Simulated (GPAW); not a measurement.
## Equation of state of BaZrO3 under PBE

```
Ba Zr O
1.0
     4.19134    0.00000    0.00000
     0.00000    4.19134    0.00000
     0.00000    0.00000    4.19134
Ba Zr O
1 1 3
Direct
  0.00000 0.00000 0.00000
  0.50000 0.50000 0.50000
  0.50000 0.50000 0.00000
  0.50000 0.00000 0.50000
  0.00000 0.50000 0.50000
```

The cell was scaled at fixed shape and fractions and run with GPAW, GPAW PAW data sets (gpaw-data 1.2.1), cutoff 800 eV; PBE, k mesh 6 × 6 × 6 on the cell of 5 atoms, fermi-dirac occupations of 0.05 eV, no spin polarisation, no spin-orbit coupling. Energies are those that the program minimises, any entropy of the smearing included.

| V (Å³/atom) | energy over the lowest row (meV/atom) |
| --- | --- |
| 13.8426 | 55.93 |
| 14.1371 | ? |
| 14.4316 | 14.31 |
| 14.7261 | 4.10 |
| 15.0207 | 0.00 |
| 15.3152 | 1.41 |
| 15.6097 | 7.79 |

Task: Fit the third-order Birch-Murnaghan form, give V0, B0 and B′, and predict the energy left open.

Result: With y = (V0/V)^(2/3), E = E0 + (9 V0 B0/16) [(y - 1)³ B′ + (y - 1)² (6 - 4y)]. Least squares through the rows shown give V0 = 15.0880 Å³/atom, E0 = -0.14 meV, B0 = 149.8 GPa (1 eV/Å³ = 160.218 GPa) and B′ = 4.38, with a largest miss of 0.01 meV. At V = 14.1371 the form with these constants gives 31.34 meV; the run gave 31.34 meV an atom. Measured volume: 14.74 Å³/atom at 300 K (a printed reference work), so the fit lies +2.4 % from it. The runs are for a static lattice.
